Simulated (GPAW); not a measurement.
# GaN (P6_3mc) in GPAW: settings compared, part 3 of 3

GPAW 26.7.0. The steps go on from the part before.

### Step 5. Single point, PBE

Contents of run.py:

```python
from ase.dft.bandgap import bandgap
from ase.io import read, write
from ase.units import GPa
from gpaw import GPAW, PW

atoms = read('GaN.cif')

calc = GPAW(mode=PW(650),
            xc='PBE',
            kpts={'size': (8, 8, 4), 'gamma': True},
            occupations={'name': 'fermi-dirac', 'width': 0.05},
            nbands=18,
            convergence={'density': 1e-05, 'energy': 1e-05},
            maxiter=80,
            txt='gpaw.txt')
atoms.calc = calc
energy = atoms.get_potential_energy()
forces = atoms.get_forces()
stress = atoms.get_stress()
calc.write('gs.gpw')
write('result.traj', atoms)
print(f'Energy: {energy:.6f} eV')
print('Forces (eV/A):')
print(forces.round(4))
print('Stress (GPa):', (stress / GPa).round(3))
print('Fermi level:', round(calc.get_fermi_level(), 4), 'eV')
print(f'Gap: {bandgap(calc)[0]:.4f} eV, direct: {bandgap(calc, direct=True)[0]:.4f} eV')
```

Contents of GaN.cif:

```cif
data_GaN
_cell_length_a 3.18000000
_cell_length_b 3.18000000
_cell_length_c 5.16600000
_cell_angle_alpha 90.00000000
_cell_angle_beta 90.00000000
_cell_angle_gamma 120.00000000
_space_group_name_H-M_alt 'P6_3mc'
_space_group_name_Hall 'P 6c -2c'
_space_group_IT_number 186
loop_
_space_group_symop_operation_xyz
'x,y,z'
'x-y,x,z+1/2'
'-y,x-y,z'
'-x,-y,z+1/2'
'-x+y,-x,z'
'y,-x+y,z+1/2'
'y,x,z+1/2'
'x,x-y,z'
'x-y,-y,z+1/2'
'-y,-x,z'
'-x,-x+y,z+1/2'
'-x+y,y,z'
loop_
_atom_site_label
_atom_site_type_symbol
_atom_site_symmetry_multiplicity
_atom_site_Wyckoff_symbol
_atom_site_fract_x
_atom_site_fract_y
_atom_site_fract_z
_atom_site_occupancy
Ga1 Ga 2 b 0.6666666667 0.3333333333 0.5000000000 1
N1 N 2 b 0.6666666667 0.3333333333 0.8750000000 1
```

Potentials or basis: GPAW PAW data sets (gpaw-data 1.2.1), pw.

The run is started by

```console
> OMP_NUM_THREADS=1 python run.py
```

gpaw.txt:

```text
__  _  _
 | _ |_)|_||  |
 |__||  | ||/\| - 26.7.0

Input parameters:
  mode=PW(ecut=650.0),
  convergence={'density': 1e-05, 'energy': 1e-05},
  kpts=MonkhorstPack(size=(8, 8, 4), gamma=True),
  maxiter=80,
  nbands=18,
  occupations=Occupations(name='fermi-dirac', width=0.05),
  xc=XC(name='PBE')

Diagonalizing LCAO Hamiltonian
Converting LCAO to pw mode

           N

           Ga
        N

        Ga

Atoms  # Å, Bohr magnetons
|   | symbol |        x |        y |        z |    initial magnetic moments |
|---|--------|----------|----------|----------|-----------------------------|
| 0 |     Ga | 1.590000 | 0.917987 | 2.583000 | ( 0.0000,  0.0000,  0.0000) |
| 1 |     Ga | 0.000000 | 1.835974 | 0.000000 | ( 0.0000,  0.0000,  0.0000) |
| 2 |      N | 1.590000 | 0.917987 | 4.520250 | ( 0.0000,  0.0000,  0.0000) |
| 3 |      N | 0.000000 | 1.835974 | 1.937250 | ( 0.0000,  0.0000,  0.0000) |

Unit cell  # Å
| periodic |         x |        y |        z |  lengths |     angles |
|----------|-----------|----------|----------|----------|------------|
|      yes |  3.180000 | 0.000000 | 0.000000 | 3.180000 |  90.000000 |
|      yes | -1.590000 | 2.753961 | 0.000000 | 3.180000 |  90.000000 |
|      yes |  0.000000 | 0.000000 | 5.166000 | 5.166000 | 120.000000 |

Number of symmetries: 6
Symmetry operations  # r_c * U_cc + t_c -> r_c
|   | kind |            matrix            |
|---|------|------------------------------|
| 0 |  σ   |  1, 1, 0,  0,-1, 0,  0, 0, 1 |
| 1 |  E   |  1, 0, 0,  0, 1, 0,  0, 0, 1 |
| 2 |  C3  |  0, 1, 0, -1,-1, 0,  0, 0, 1 |
| 3 |  σ   |  0,-1, 0, -1, 0, 0,  0, 0, 1 |
| 4 |  σ   | -1, 0, 0,  1, 1, 0,  0, 0, 1 |
| 5 |  C3  | -1,-1, 0,  1, 0, 0,  0, 0, 1 |

BZ-sampling:
  Number of BZ points: 256
  Number of IBZ points: 35

  Monkhorst-Pack size: [8, 8, 4]
  Monkhorst-Pack shift: [0.0625, 0.0625, 0.125]

K-points  # in reciprocal-cell coordinates
|     |                                coordinates |     weight |
|-----|--------------------------------------------|------------|
|   0 | (  0.00000000,   0.00000000,   0.00000000) | 0.00390625 |
|   1 | (  0.00000000,   0.00000000,   0.25000000) | 0.00781250 |
|   2 | (  0.00000000,   0.00000000,   0.50000000) | 0.00390625 |
|   3 | (  0.12500000,   0.00000000,  -0.25000000) | 0.02343750 |
|   4 | (  0.12500000,   0.00000000,   0.00000000) | 0.02343750 |
|   5 | (  0.12500000,   0.00000000,   0.25000000) | 0.02343750 |
|   6 | (  0.12500000,   0.00000000,   0.50000000) | 0.02343750 |
|   7 | (  0.25000000,  -0.12500000,   0.00000000) | 0.02343750 |
|   8 | (  0.25000000,  -0.12500000,   0.25000000) | 0.04687500 |
|   9 | (  0.25000000,  -0.12500000,   0.50000000) | 0.02343750 |
| ... |                                            |            |
|  34 | (  0.50000000,   0.50000000,   0.50000000) | 0.01171875 |

Plane wave coefficients: 1737
Cutoff: 650.0 eV

Spin-components: 1 (collinear spins)
Bands:           18
Projectors:      20
Spin-degeneracy: 2
Datatype:        complex128

Density:
  Valence electrons: 16.0
  Components: 1
  Grid points: [20 20 32]
  Charge: 0.0  # |e|

Potential:
  Grid points: [20 20 32]

species:
  Ga:
    name:    Gallium
    Z:       31.0
    valence: 3
    core:    28
    charge:  0.0  # [|e|]
    compensation charges:
      type: gauss
      rc: 0.37  # [Å]
      lmax: 2
    cutoffs:
      filter: 2.06  # [Å]
      core: 4.17  # [Å]
    projectors
    | kind |    occ | energy [eV] | rcut [Å] |
    |------|--------|-------------|----------|
    |   4s |  2.000 |      -8.945 |    1.164 |
    |   4p |  1.000 |      -2.580 |    1.164 |
    |    s |        |      18.266 |    1.164 |
    |    p |        |      24.631 |    1.164 |
    |    d |        |       0.000 |    1.164 |

    Using partial waves for Ga as LCAO basis

  N:
    name:    Nitrogen
    Z:       7.0
    valence: 5
    core:    2
    charge:  0.0  # [|e|]
    compensation charges:
      type: gauss
      rc: 0.18  # [Å]
      lmax: 2
    cutoffs:
      filter: 1.11  # [Å]
      core: 0.96  # [Å]
    projectors
    | kind |    occ | energy [eV] | rcut [Å] |
    |------|--------|-------------|----------|
    |   2s |  2.000 |     -18.583 |    0.603 |
    |   2p |  3.000 |      -7.089 |    0.529 |
    |    s |        |       8.629 |    0.603 |
    |    p |        |      20.123 |    0.529 |
    |    d |        |       0.000 |    0.577 |

    Using partial waves for N as LCAO basis

Reference energy: -108732.786066  # eV

eigensolver:
  PPCG
  Converge bands: occupied
  niter=2

density mixing:
  MSR1-Mixer
  Pratt-step length: 0.05
  Maximum mixing coefficient: 0.75
  Old densities: 10
  SVD Regularization: 0.005
  Good broyden scale: 1.0
  Trust region scale: 1.0
  Backstep threshold: 4.0
  History deletion threshold: 6.0
  Fourier metric: weight=20.0, sigma=0.015

occupation numbers:
  Fermi-Dirac:
    width: 0.0500  # eV

poisson solver:
  ecut: 5200.0  # eV

xc functional:
  name: PBE with 2 nearest neighbor stencil

convergence criteria:
- Maximum integral of absolute [dens]ity change: 1e-05 electrons / valence electron
- Maximum [total energy] change in last 3 cyles: 1e-05 eV / valence electron
- Maximum integral of absolute [eigenst]ate change: 4e-08 eV^2 / valence electron
maximum number of iterations: 80

SCF iterations
|iter     | |      energy | eigst |  dens |
|---------|-|-------------|-------|-------|
|iter:   1| |  -27.610260 | -0.28 |       |
|iter:   2| |  -26.637205 | -1.86 | -0.57 |
|iter:   3| |  -23.987390 | -0.53 | -0.62 |
|iter:   4| |  -23.985617 | -2.93 | -1.30 |
|iter:   5| |  -23.987040 | -3.47 | -1.57 |
|iter:   6| |  -23.987064 | -5.46 | -2.88 |
|iter:   7| |  -23.987084c| -6.22 | -3.20 |
|iter:   8| |  -23.987084c| -8.01c| -4.28 |
|iter:   9| |  -23.987084c| -8.07c| -4.88 |
|iter:  10| |  -23.987084c| -8.71c| -5.18c|

Converged in 10 steps
Energy contributions relative to reference atoms: (reference = -108732.786066)

Energy contributions:
  Kinetic:          70.503793
  Coulomb:         -61.446196
  Zero:              0.172652
  External:          0.000000
  Xc:              -33.217332
  Entropy:          -0.000000
  Spinorbit:         0.000000
  ----------------------------
  Free energy:     -23.987084
  Extrapolated:    -23.987084

dipole moment: (-0.000024, -0.000040, -11.595525)  # |e|*Ang

Fermi level: 7.513
Eigenvalues  # (at kpt = [0.000, 0.000, 0.000])
| band index |      eig [eV] | occ [0-2] |
|------------|---------------|-----------|
|          0 |        -9.443 |     2.000 |
|          1 |        -7.059 |     2.000 |
|          2 |        -0.532 |     2.000 |
|          3 |         5.505 |     2.000 |
|          4 |         5.505 |     2.000 |
|          5 |         6.501 |     2.000 |
[... 8 lines left out ...]
|         14 |        18.413 |     0.000 |
|         15 |        18.413 |     0.000 |
|        ... |               |           |
|         17 |        21.833 |     0.000 |

Gap: 2.074 eV
Transition (v -> c):
  (s=0, k=0, n=7, [0.00, 0.00, 0.00]) -> (s=0, k=0, n=8, [0.00, 0.00, 0.00])
No difference between direct/indirect transitions

Forces  # eV/Ang
|       x |       y |        z |
|---------|---------|----------|
| 0.00000 | 0.00000 | -0.18103 |  # Ga   0
| 0.00000 | 0.00000 | -0.18106 |  # Ga   1
| 0.00000 | 0.00000 |  0.18030 |  # N    2
| 0.00000 | 0.00000 |  0.18032 |  # N    3

Stress tensor  # eV/Ang^3
|         x |         y |         z |
|-----------|-----------|-----------|
| -0.071900 |  0.000000 |  0.000000 |
|  0.000000 | -0.071900 |  0.000000 |
|  0.000000 |  0.000000 | -0.085933 |

# Writing to gs.gpw (mode='')
```

It took 10 s on 1 thread of Intel Xeon 6975P-C (Granite Rapids), shared host; peak memory 0.16 GiB.

What came out:

```
Free energy            : -23.9871 eV
Pressure               : 12.3 GPa
Largest force          : 0.181 eV/Å
Band gap on the k mesh : 2.07 eV, direct
```

Forces on the atoms (eV/Å):
```
Ga   0.000  0.000 -0.181
Ga   0.000  0.000 -0.181
N    0.000  0.000  0.180
N    0.000  0.000  0.180
```

Stress tensor (GPa, compression positive):
```
11.52  0.00  0.00
 0.00 11.52  0.00
 0.00  0.00 13.77
```

Levels at points of the mesh, in eV from the valence-band top:
```csv
k point,band 6,band 7,band 8,band 9,band 10,band 11
"(0.00, 0.00, 0.00)",-0.06,0.00,0.00,2.07,4.41,9.36
"(0.00, 0.00, 0.50)",-0.54,-0.54,-0.54,4.40,4.40,8.65
"(0.50, 0.50, 0.00)",-2.73,-2.28,-0.97,5.15,5.71,6.17
"(0.50, 0.50, 0.50)",-1.94,-1.92,-1.92,4.50,4.50,7.94
```

Caveat: the cutoff is short for stress and forces, so pressures can be off by a GPa or more.

### Step 6. Summary

| level | potentials or basis | cell | cutoff (eV) | smearing | maxiter | gap on the mesh (eV) | pressure (GPa) | largest force (eV/Å) |
| --- | --- | --- | --- | --- | --- | --- | --- | --- |
| LDA | the program's PAW data sets (release 1.2.1) made for this functional, pw | as given | 600 | fermi-dirac 0.01 eV | 150 | 2.08 | -2.7 | 0.17 |
| LDA | the program's PAW data sets (release 1.2.1) made for this functional, pw | as given | 600 | fermi-dirac 0.05 eV | 80 | 2.08 | -2.7 | 0.17 |
| PBEsol | PAW data sets generated in the run's folder for this functional, pw | volume scaled by 1.08 | 650 | fermi-dirac 0.05 eV | 80 | 1.49 | -9.4 | 0.15 |
| PBE | GPAW PAW data sets (gpaw-data 1.2.1), pw | as given | 650 | fermi-dirac 0.05 eV | 80 | 2.07 | 12.3 | 0.18 |

Alike in all rows: task single point; no spin polarisation; k mesh 8 × 8 × 4.

Caveats: the cutoff is short for stress and forces, so pressures can be off by a GPa or more.

Total energies depend on the potentials used, so only differences within one code and one set of settings carry meaning.

### Step 7. Comparison with measurements

Step 2. Measured gap of GaN: 3.503 eV (direct; quoted in “Studying electronic properties in GaN without electrical contacts using γ-γ vs e−-γ Perturbed Angular Correlations”, 2019, pmc:6823545). This calculation gives 2.08 eV (-1.42 eV). Spin-orbit coupling on Ga is left out. The value is that of LDA, without temperature or zero-point motion. Semilocal functionals fall short of measured gaps as a rule.

Step 3. Against the measured gap of GaN, 3.503 eV (direct; quoted in “Studying electronic properties in GaN without electrical contacts using γ-γ vs e−-γ Perturbed Angular Correlations”, 2019, pmc:6823545), the calculated 2.08 eV is off by -1.42 eV. Spin-orbit coupling on Ga is left out. The value is that of LDA, without temperature or zero-point motion. Semilocal functionals fall short of measured gaps as a rule.

Step 5. Measured gap of GaN: 3.503 eV (direct; quoted in “Studying electronic properties in GaN without electrical contacts using γ-γ vs e−-γ Perturbed Angular Correlations”, 2019, pmc:6823545). This calculation gives 2.07 eV (-1.43 eV). Spin-orbit coupling on Ga is left out. The value is that of PBE, without temperature or zero-point motion. Semilocal functionals fall short of measured gaps as a rule.
